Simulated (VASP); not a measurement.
# SnTe (F-43m) in VASP: further runs

Runs on SnTe. Level: PBEsol. Tasks: single point.

Program: VASP 6.6.1. These are calculated values, not measurements. Logs are shortened: lines on timing, memory, paths and dates and some standing lists are left out, and cuts for length are marked.

**1. The structure**

The structure is cubic, space group F-43m (No. 216). Conventional cell: a = 7.222 Å, b = 7.222 Å, c = 7.222 Å, α = 90.00°, β = 90.00°, γ = 90.00°. Around Te (site symmetry -43m) lie 4 Sn at 3.13 Å. Sn (site symmetry -43m) has 4 Te at 3.13 Å as nearest neighbours.

Measurements of this composition are mostly on another form, of space group No. 225.

**2. Single point, PBEsol, spin-orbit coupling, no magnetisation**

The input, INCAR:

```
SYSTEM = SnTe
  PREC = Accurate
  ENCUT = 350
  EDIFF = 1E-5
  ISMEAR = 0
  SIGMA = 0.02
  LREAL = .FALSE.
  LASPH = .TRUE.
  NELM = 100
  ALGO = Normal
  ISIF = 2
  LWAVE = .FALSE.
  LCHARG = .FALSE.
  MAGMOM = 0 0 0 0 0 0
  LORBIT = 11
  LSORBIT = .TRUE.
  GGA_COMPAT = .FALSE.
  GGA = PS
  NBANDS = 36
```

The input, KPOINTS:

```
Automatic mesh
0
G
  6 6 6
  0 0 0
```

The input, POSCAR:

```
SnTe
1.0
    0.0000000000      3.6111460000      3.6111460000
    3.6111460000      0.0000000000      3.6111460000
    3.6111460000      3.6111460000      0.0000000000
Te Sn
1 1
Direct
    0.2500000000      0.2500000000      0.2500000000
    0.0000000000      0.0000000000      0.0000000000
```

Potentials or basis: VASP PAW PBE potentials, release 64 (Te, Sn_d).

Launch:

```bash
> cat potpaw_PBE.64/Te/POTCAR potpaw_PBE.64/Sn_d/POTCAR > POTCAR
> mpirun -np 1 vasp_ncl > vasp.out
```

OUTCAR:

```text
SYSTEM = SnTe
   PREC = Accurate
   ENCUT = 350
   EDIFF = 1E-5
   ISMEAR = 0
   LREAL = .FALSE.
   LASPH = .TRUE.
   NELM = 100
   ISIF = 2
   LORBIT = 11
   LSORBIT = .TRUE.
   GGA = PS

 Found     22 irreducible k-points:

 Following reciprocal coordinates:
            Coordinates               Weight
  0.000000  0.000000  0.000000      1.000000
  0.166667  0.000000  0.000000      4.000000
 -0.166667  0.000000  0.000000      4.000000
  0.333333  0.000000  0.000000      4.000000
 -0.333333  0.000000  0.000000      4.000000
  0.500000  0.000000  0.000000      4.000000
   k-points           NKPTS =     22   k-points in BZ     NKDIM =     22   number of bands    NBANDS=     36
   number of dos      NEDOS =    301   number of ions     NIONS =      2
   total plane-waves  NPLWV =  32768
   dimension x,y,z NGX =    32 NGY =   32 NGZ =   32
   dimension x,y,z NGXF=    64 NGYF=   64 NGZF=   64
   ions per type =               1   1
   NGX,Y,Z   is equivalent  to a cutoff of  10.42, 10.42, 10.42 a.u.
   NGXF,Y,Z  is equivalent  to a cutoff of  20.83, 20.83, 20.83 a.u.
 SYSTEM =  SnTe
   PREC   = accura    normal or accurate (medium, high low for compatibility)
   ISTART =      0    job   : 0-new  1-cont  2-samecut
   ICHARG =      2    charge: 1-file 2-atom 10-const
   ISPIN  =      1    spin polarized calculation?
   LNONCOLLINEAR =      T non collinear calculations
   LSORBIT =      T    spin-orbit coupling
   LASPH  =      T    aspherical Exc in radial PAW
   ENCUT  =  350.0 eV  25.72 Ry    5.07 a.u.   7.79  7.79  7.79*2*pi/ulx,y,z
   NELM   =    100;   NELMIN=  2; NELMDL= -5     # of ELM steps
   EDIFF  = 0.1E-04   stopping-criterion for ELM
   LREAL  =      F    real-space projection
   EDIFFG = 0.1E-03   stopping-criterion for IOM
   NSW    =      0    number of steps for IOM
   IBRION =     -1    ionic relax: 0-MD 1-quasi-New 2-CG
   NFREE  =      0    steps in history (QN), initial steepest desc. (CG)
   ISIF   =      2    stress and relaxation
   ISYM   =      2    0-nonsym 1-usesym 2-fastsym
   POTIM  = 0.5000    time-step for ionic-motion
   TEBEG  =    0.0;   TEEND  =   0.0 temperature during run
   PSTRESS=    0.0 pullay stress
   NELECT =      20.0000    total number of electrons
   NUPDOWN=      -1.0000    fix difference up-down
   EMIN   =  10.00;   EMAX   =-10.00  energy-range for DOS
   EFERMI =   0.00;   METHOD = LEGACY
   ISMEAR =     0;   SIGMA  =   0.02  broadening in eV -4-tet -1-fermi 0-gaus
   EFERMI_NEDOS =   21; number of points for ismear=-14 and -15
   IALGO  =     38    algorithm
   IMIX   =      4    mixing-type and parameters
     AMIX     =   0.40;   BMIX     =  1.00
     AMIX_MAG =   1.60;   BMIX_MAG =  1.00
  volume/ion in A,a.u.               =      47.09       317.78
  Fermi-wavevector in a.u.,A,eV,Ry     =   0.976704  1.845704 12.979296  0.953951
  Thomas-Fermi vector in A             =   2.107344
   LORBIT       =     11    0 simple, 1 ext, 2 COOP (PROOUT), +10 PAW based schemes
   GGA     = PS    functional components
   LHFCALC =     F    Hartree Fock is set to
   AEXX    =    0.0000 exact exchange contribution
   IVDW    =     0    specifies the selected vdW correction
   LEPSILON=     F    determine dielectric tensor
   LRPA    =     F    only Hartree local field effects (RPA)
 Gauss-broadening in eV      SIGMA  =   0.02
  energy-cutoff  :      350.00
  volume of cell :       94.18
 maximum number of plane-waves:      2840
   NGX = 15   NGY = 15   NGZ = 15

 number of electron      20.0000000 magnetization       0.0000000      0.0000000      0.0000000

 number of electron      19.9999991 magnetization      -0.0000000      0.0000000      0.0000000

 number of electron      19.9999991 magnetization       0.0000000     -0.0000000     -0.0000000

 Free energy of the ion-electron system (eV)
  ---------------------------------------------------
  ext. energy  EPLUGINS =         0.00000000
  ---------------------------------------------------
  free energy    TOTEN  =        -7.76357075 eV

  energy without entropy =       -7.76332997  energy(sigma->0) =       -7.76345036

 E-fermi :   3.0856     XC(G=0):  -7.6278

 val. band max:        3.0671443133   @ k =  -0.3333   0.5000   0.1667
 cond. band min:       3.0979426414   @ k =   0.5000   0.5000   0.0000
 fundamental gap:      0.0307983281
 Fermi energy:         3.0856113077

 k-point     1 :       0.0000    0.0000    0.0000
  band No.  band energies     occupation
      1     -19.2408      1.00000
      2     -19.2408      1.00000
      3     -19.2408      1.00000
      4     -19.2408      1.00000
      5     -18.2098      1.00000
      6     -18.2098      1.00000
[... 24 lines left out ...]
     31       9.4609      0.00000
     32       9.4609      0.00000

 k-point     2 :       0.1667    0.0000    0.0000
  band No.  band energies     occupation
      1     -19.2408      1.00000
      2     -19.2406      1.00000
      3     -19.2406      1.00000
      4     -19.2406      1.00000
      5     -18.2095      1.00000
      6     -18.2095      1.00000
[... 24 lines left out ...]
     31       8.9360      0.00000
     32       8.9437      0.00000

 k-point     3 :      -0.1667    0.0000    0.0000
  band No.  band energies     occupation
      1     -19.2408      1.00000
      2     -19.2406      1.00000
      3     -19.2406      1.00000
      4     -19.2406      1.00000
      5     -18.2095      1.00000
      6     -18.2095      1.00000
[... 24 lines left out ...]
     31       8.9360      0.00000
     32       8.9437      0.00000

 k-point     4 :       0.3333    0.0000    0.0000
  band No.  band energies     occupation
      1     -19.2407      1.00000
      2     -19.2405      1.00000
      3     -19.2405      1.00000
      4     -19.2405      1.00000
      5     -18.2093      1.00000
      6     -18.2093      1.00000
[... 24 lines left out ...]
     31       9.0899      0.00000
     32       9.1012      0.00000

 k-point     5 :      -0.3333    0.0000    0.0000
  band No.  band energies     occupation
      1     -19.2407      1.00000
      2     -19.2405      1.00000
      3     -19.2405      1.00000
      4     -19.2405      1.00000
      5     -18.2093      1.00000
      6     -18.2093      1.00000
[... 24 lines left out ...]
     31       9.0899      0.00000
     32       9.1012      0.00000

 k-point     6 :       0.5000    0.0000    0.0000
  band No.  band energies     occupation
      1     -19.2404      1.00000
      2     -19.2404      1.00000
      3     -19.2404      1.00000
      4     -19.2404      1.00000
      5     -18.2090      1.00000
      6     -18.2090      1.00000
[... 24 lines left out ...]
     31       9.8496      0.00000
     32       9.8496      0.00000

 [... further k-points ...]

 [bands above 32 left out]

------------------------ aborting loop because EDIFF is reached ----------------------------------------

  FORCE on cell =-STRESS in cart. coord.  units (eV):
  Direction    XX          YY          ZZ          XY          YZ          ZX
  --------------------------------------------------------------------------------------
  -------------------------------------------------------------------------------------
  Total       -0.8533304     -0.8533304     -0.8533304      0.0000000      0.0000000      0.0000000
  in kB      -14.5165247    -14.5165247    -14.5165247      0.0000000      0.0000000      0.0000000
  external PRESSURE =     -14.5165247 kB  Pullay stress =       0.0000000 kB

 VOLUME and BASIS-vectors are now :
 -----------------------------------------------------------------------------
  energy-cutoff  :      350.00
  volume of cell :       94.18
      direct lattice vectors                 reciprocal lattice vectors
     0.000000000  3.611146000  3.611146000    -0.138460201  0.138460201  0.138460201
     3.611146000  0.000000000  3.611146000     0.138460201 -0.138460201  0.138460201
     3.611146000  3.611146000  0.000000000     0.138460201  0.138460201 -0.138460201

 POSITION                                       TOTAL-FORCE (eV/Angst)
 -----------------------------------------------------------------------------------
      1.80557      1.80557      1.80557        -0.000000     -0.000000     -0.000000
      0.00000      0.00000      0.00000         0.000000      0.000000      0.000000
 -----------------------------------------------------------------------------------
    total drift:                                0.000000      0.000000      0.000000

  FREE ENERGIE OF THE ION-ELECTRON SYSTEM (eV)
  ---------------------------------------------------
  free  energy   TOTEN  =        -7.7635707487 eV

  energy  without entropy=       -7.7633299670  energy(sigma->0) =       -7.76345036

 Spin-Orbit-Coupling matrix elements

 Ion:    1  E_soc:     -0.2268525
 l=   1
     0.0000000    -0.0378081    -0.0378081
    -0.0378081     0.0000000    -0.0378081
    -0.0378081    -0.0378081     0.0000000
 l=   2
     0.0000000     0.0000085     0.0000000     0.0000085    -0.0000091
     0.0000085     0.0000000    -0.0000068     0.0000085    -0.0000023
     0.0000000    -0.0000068     0.0000000    -0.0000068     0.0000000
     0.0000085     0.0000085    -0.0000068     0.0000000    -0.0000023
    -0.0000091    -0.0000023     0.0000000    -0.0000023     0.0000000
 l=   3
     0.0000000     0.0000000     0.0000000     0.0000000     0.0000000     0.0000000     0.0000000
     0.0000000     0.0000000     0.0000000     0.0000000     0.0000000     0.0000000     0.0000000
     0.0000000     0.0000000     0.0000000     0.0000000     0.0000000     0.0000000     0.0000000
     0.0000000     0.0000000     0.0000000     0.0000000     0.0000000     0.0000000     0.0000000
     0.0000000     0.0000000     0.0000000     0.0000000     0.0000000     0.0000000     0.0000000
     0.0000000     0.0000000     0.0000000     0.0000000     0.0000000     0.0000000     0.0000000
     0.0000000     0.0000000     0.0000000     0.0000000     0.0000000     0.0000000     0.0000000

 Ion:    2  E_soc:     -0.1055185
 l=   1
     0.0000000    -0.0114423    -0.0114423
    -0.0114423     0.0000000    -0.0114423
    -0.0114423    -0.0114423     0.0000000
 l=   2
     0.0000000    -0.0012453     0.0000000    -0.0012453    -0.0048988
    -0.0012453     0.0000000    -0.0036741    -0.0012453    -0.0012247
     0.0000000    -0.0036741     0.0000000    -0.0036741     0.0000000
    -0.0012453    -0.0012453    -0.0036741     0.0000000    -0.0012247
    -0.0048988    -0.0012247     0.0000000    -0.0012247     0.0000000
 l=   3
     0.0000000     0.0000000     0.0000000     0.0000000     0.0000000     0.0000000     0.0000000
     0.0000000     0.0000000     0.0000000     0.0000000     0.0000000     0.0000000     0.0000000
     0.0000000     0.0000000     0.0000000     0.0000000     0.0000000     0.0000000     0.0000000
     0.0000000     0.0000000     0.0000000     0.0000000     0.0000000     0.0000000     0.0000000
     0.0000000     0.0000000     0.0000000     0.0000000     0.0000000     0.0000000     0.0000000
     0.0000000     0.0000000     0.0000000     0.0000000     0.0000000     0.0000000     0.0000000
     0.0000000     0.0000000     0.0000000     0.0000000     0.0000000     0.0000000     0.0000000

 total charge

# of ion       s       p       d       tot
------------------------------------------
    1        1.394   1.942   0.016   3.352
    2        1.391   0.703   9.957  12.051
--------------------------------------------------
tot          2.785   2.646   9.973  15.403

 magnetization (x)

# of ion       s       p       d       tot
------------------------------------------
    1        0.000   0.000  -0.000   0.000
    2        0.000   0.000   0.000   0.000
--------------------------------------------------
tot          0.000   0.000  -0.000   0.000

 magnetization (y)

# of ion       s       p       d       tot
------------------------------------------
    1        0.000   0.000  -0.000  -0.000
    2       -0.000   0.000   0.000   0.000
--------------------------------------------------
tot         -0.000   0.000  -0.000   0.000

 magnetization (z)

# of ion       s       p       d       tot
------------------------------------------
    1        0.000  -0.000  -0.000  -0.000
    2        0.000   0.000   0.000   0.000
--------------------------------------------------
tot          0.000   0.000  -0.000   0.000
```

Run time: 54 s. Hardware: 1 thread of AMD EPYC 9R45 (Zen 5), shared host; peak memory 0.29 GiB.

The run converged, but some of its settings lie outside the range that counts as converged, so its numbers aren't taken as properties of the crystal.

Results:

```
Free energy                                           : -7.7636 eV
Pressure                                              : -1.5 GPa
Valence electrons inside the program's atomic spheres : Te 3.35; Sn 12.05
```

Caveat: the PAW data sets were made with another functional, which shifts forces and pressure a little.

**3. Single point, PBEsol, spin-orbit coupling, no magnetisation**

Edit INCAR of step 2 so:

```diff
@@ -3,6 +3,6 @@
   ENCUT = 350
-  EDIFF = 1E-5
+  EDIFF = 1E-7
   ISMEAR = 0
   SIGMA = 0.02
-  LREAL = .FALSE.
+  LREAL = Auto
   LASPH = .TRUE.
```

KPOINTS is that of step 2.

POSCAR is that of step 2.

Potentials or basis: VASP PAW PBE potentials, release 64 (Te, Sn_d).

Launch:

```bash
> cat potpaw_PBE.64/Te/POTCAR potpaw_PBE.64/Sn_d/POTCAR > POTCAR
> mpirun -np 1 vasp_ncl > vasp.out
```

OUTCAR:

```text
SYSTEM = SnTe
   PREC = Accurate
   ENCUT = 350
   EDIFF = 1E-7
   ISMEAR = 0
   LREAL = Auto
   LASPH = .TRUE.
   NELM = 100
   ISIF = 2
   LORBIT = 11
   LSORBIT = .TRUE.
   GGA = PS

 Found     22 irreducible k-points:

 Following reciprocal coordinates:
            Coordinates               Weight
  0.000000  0.000000  0.000000      1.000000
  0.166667  0.000000  0.000000      4.000000
 -0.166667  0.000000  0.000000      4.000000
  0.333333  0.000000  0.000000      4.000000
 -0.333333  0.000000  0.000000      4.000000
  0.500000  0.000000  0.000000      4.000000
   k-points           NKPTS =     22   k-points in BZ     NKDIM =     22   number of bands    NBANDS=     36
   number of dos      NEDOS =    301   number of ions     NIONS =      2
   total plane-waves  NPLWV =  32768
   dimension x,y,z NGX =    32 NGY =   32 NGZ =   32
   dimension x,y,z NGXF=    64 NGYF=   64 NGZF=   64
   ions per type =               1   1
   NGX,Y,Z   is equivalent  to a cutoff of  10.42, 10.42, 10.42 a.u.
   NGXF,Y,Z  is equivalent  to a cutoff of  20.83, 20.83, 20.83 a.u.
 SYSTEM =  SnTe
   PREC   = accura    normal or accurate (medium, high low for compatibility)
   ISTART =      0    job   : 0-new  1-cont  2-samecut
   ICHARG =      2    charge: 1-file 2-atom 10-const
   ISPIN  =      1    spin polarized calculation?
   LNONCOLLINEAR =      T non collinear calculations
   LSORBIT =      T    spin-orbit coupling
   LASPH  =      T    aspherical Exc in radial PAW
   ENCUT  =  350.0 eV  25.72 Ry    5.07 a.u.   7.79  7.79  7.79*2*pi/ulx,y,z
[... 327 lines left out ...]
     0.0000000     0.0000000     0.0000000     0.0000000     0.0000000     0.0000000     0.0000000
     0.0000000     0.0000000     0.0000000     0.0000000     0.0000000     0.0000000     0.0000000

 Ion:    2  E_soc:     -0.1055283
 l=   1
     0.0000000    -0.0114438    -0.0114438
    -0.0114438     0.0000000    -0.0114438
    -0.0114438    -0.0114438     0.0000000
 l=   2
     0.0000000    -0.0012452     0.0000000    -0.0012452    -0.0048991
    -0.0012452     0.0000000    -0.0036743    -0.0012452    -0.0012248
     0.0000000    -0.0036743     0.0000000    -0.0036743     0.0000000
    -0.0012452    -0.0012452    -0.0036743     0.0000000    -0.0012248
    -0.0048991    -0.0012248     0.0000000    -0.0012248     0.0000000
 l=   3
     0.0000000     0.0000000     0.0000000     0.0000000     0.0000000     0.0000000     0.0000000
     0.0000000     0.0000000     0.0000000     0.0000000     0.0000000     0.0000000     0.0000000
     0.0000000     0.0000000     0.0000000     0.0000000     0.0000000     0.0000000     0.0000000
     0.0000000     0.0000000     0.0000000     0.0000000     0.0000000     0.0000000     0.0000000
     0.0000000     0.0000000     0.0000000     0.0000000     0.0000000     0.0000000     0.0000000
     0.0000000     0.0000000     0.0000000     0.0000000     0.0000000     0.0000000     0.0000000
     0.0000000     0.0000000     0.0000000     0.0000000     0.0000000     0.0000000     0.0000000

 total charge

# of ion       s       p       d       tot
------------------------------------------
    1        1.394   1.943   0.016   3.352
    2        1.390   0.703   9.957  12.051
--------------------------------------------------
tot          2.784   2.646   9.973  15.403

 magnetization (x)

# of ion       s       p       d       tot
------------------------------------------
    1        0.000  -0.000   0.000   0.000
    2        0.000   0.000   0.000   0.000
--------------------------------------------------
tot          0.000   0.000   0.000   0.000

 magnetization (y)

# of ion       s       p       d       tot
------------------------------------------
    1        0.000   0.000   0.000   0.000
    2        0.000   0.000   0.000   0.000
--------------------------------------------------
tot          0.000   0.000   0.000   0.000

 magnetization (z)

# of ion       s       p       d       tot
------------------------------------------
    1       -0.000  -0.000  -0.000  -0.000
    2        0.000   0.000  -0.000   0.000
--------------------------------------------------
tot          0.000  -0.000  -0.000  -0.000
```

OSZICAR:

```text
N       E                     dE             d eps       ncg     rms          rms(c)
DAV:   1     0.138210046212E+03    0.13821E+03   -0.71446E+03  1620   0.869E+02
DAV:   2     0.110448278656E+02   -0.12717E+03   -0.12165E+03  1688   0.259E+02
DAV:   3    -0.708816442480E+01   -0.18133E+02   -0.17800E+02  1876   0.105E+02
DAV:   4    -0.787828874253E+01   -0.79012E+00   -0.78883E+00  1888   0.246E+01
DAV:   5    -0.791013613815E+01   -0.31847E-01   -0.31846E-01  2224   0.450E+00    0.495E+00
DAV:   6    -0.776792496207E+01    0.14221E+00   -0.25594E-01  1960   0.288E+00    0.323E+00
DAV:   7    -0.776378605492E+01    0.41389E-02   -0.71210E-02  1936   0.100E+00    0.171E+00
DAV:   8    -0.776322525602E+01    0.56080E-03   -0.33912E-03  1768   0.422E-01    0.687E-01
DAV:   9    -0.776370976108E+01   -0.48451E-03   -0.15328E-03  1884   0.251E-01    0.160E-01
DAV:  10    -0.776402385292E+01   -0.31409E-03   -0.56798E-04  1676   0.144E-01    0.433E-02
DAV:  11    -0.776425833956E+01   -0.23449E-03   -0.33040E-04  1692   0.993E-02    0.301E-02
DAV:  12    -0.776427362891E+01   -0.15289E-04   -0.64335E-05  1708   0.414E-02    0.178E-02
DAV:  13    -0.776427619901E+01   -0.25701E-05   -0.26423E-05  1896   0.183E-02    0.830E-03
DAV:  14    -0.776427737125E+01   -0.11722E-05   -0.20932E-06  1816   0.958E-03    0.553E-03
DAV:  15    -0.776427785479E+01   -0.48354E-06   -0.49756E-07  1532   0.321E-03    0.425E-03
DAV:  16    -0.776427796339E+01   -0.10860E-06   -0.15645E-07  1536   0.170E-03    0.182E-03
DAV:  17    -0.776427797410E+01   -0.10714E-07   -0.19652E-08  1244   0.100E-03
   1 F= -.77642780E+01 E0= -.77641600E+01  d E =-.235991E-03  mag=     0.0000    -0.0000    -0.0000
```

Wall time 84 s (1 thread of AMD EPYC 9R45 (Zen 5), shared host); peak memory 0.29 GiB.

These settings aren't checked as converged: the numbers below hold their error.

What came out:

```
Free energy                                           : -7.7643 eV
Pressure                                              : -1.5 GPa
Valence electrons inside the program's atomic spheres : Te 3.35; Sn 12.05
```

Caveat: the PAW data sets were made with another functional, which shifts forces and pressure a little.

**4. Single point, PBEsol, spin-orbit coupling, no magnetisation**

Edit INCAR of step 3 so:

```diff
@@ -5,4 +5,4 @@
   ISMEAR = 0
-  SIGMA = 0.02
-  LREAL = Auto
+  SIGMA = 0.2
+  LREAL = .FALSE.
   LASPH = .TRUE.
```

KPOINTS is that of step 3.

POSCAR is that of step 3.

Launch:

```bash
> cat potpaw_PBE.64/Te/POTCAR potpaw_PBE.64/Sn_d/POTCAR > POTCAR
> mpirun -np 1 vasp_ncl > vasp.out
```

It took 55 s on 1 thread of AMD EPYC 9R45 (Zen 5), shared host; peak memory 0.29 GiB.

These settings aren't checked as converged: the numbers below hold their error.

What came out:

| Quantity | Value |
| --- | --- |
| Free energy | -7.7684 eV |
| Pressure | -1.5 GPa |
| Valence electrons inside the program's atomic spheres | Te 3.35; Sn 12.05 |

Caveat: the PAW data sets were made with another functional, which shifts forces and pressure a little.
